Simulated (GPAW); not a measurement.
Here is a GPAW 26.7.0 calculation.

File run.py:

```python
from ase import Atoms
from ase.dft.bandgap import bandgap
from ase.io import write
from ase.units import GPa
from gpaw import GPAW, PW, setup_paths

setup_paths.insert(0, '.')

atoms = Atoms(['Al'],
              cell=[[-1.57590039, 1.65692361, 1.65798385],
                    [1.47947634, -1.59764145, 1.50227763],
                    [1.61445482, 1.63619588, -1.59870168]],
              scaled_positions=[[0.0, 0.0, 0.0]],
              pbc=True)

calc = GPAW(mode=PW(450),
            xc='LDA',
            kpts={'size': (9, 10, 9), 'gamma': True},
            occupations={'name': 'fermi-dirac', 'width': 0.05},
            setups={'Al': 'jth'},
            nbands=-6,
            maxiter=120,
            txt='gpaw.txt')
atoms.calc = calc
energy = atoms.get_potential_energy()
forces = atoms.get_forces()
stress = atoms.get_stress()
calc.write('gs.gpw')
write('result.traj', atoms)
print(f'Energy: {energy:.6f} eV')
print('Forces (eV/A):')
print(forces.round(4))
print('Stress (GPa):', (stress / GPa).round(3))
print('Fermi level:', round(calc.get_fermi_level(), 4), 'eV')
print(f'Gap: {bandgap(calc)[0]:.4f} eV, direct: {bandgap(calc, direct=True)[0]:.4f} eV')
```

Potentials or basis: JTH PAW 2.0, LDA, pw.

Command:

```sh
$ OMP_NUM_THREADS=1 python run.py
```

Problem. Estimate the band gap on the k mesh.

Solution. None (metal or under the smearing width).

Problem. Predict the pressure.

Solution. 0.5 GPa.

Stress tensor (GPa, compression positive):
```
 0.07 -0.30  2.81
-0.30  1.89 -1.28
 2.81 -1.28 -0.50
```

Caveat: the cutoff is short for stress and forces, so pressures can be off by a GPa or more; the program truncates these outside data sets.
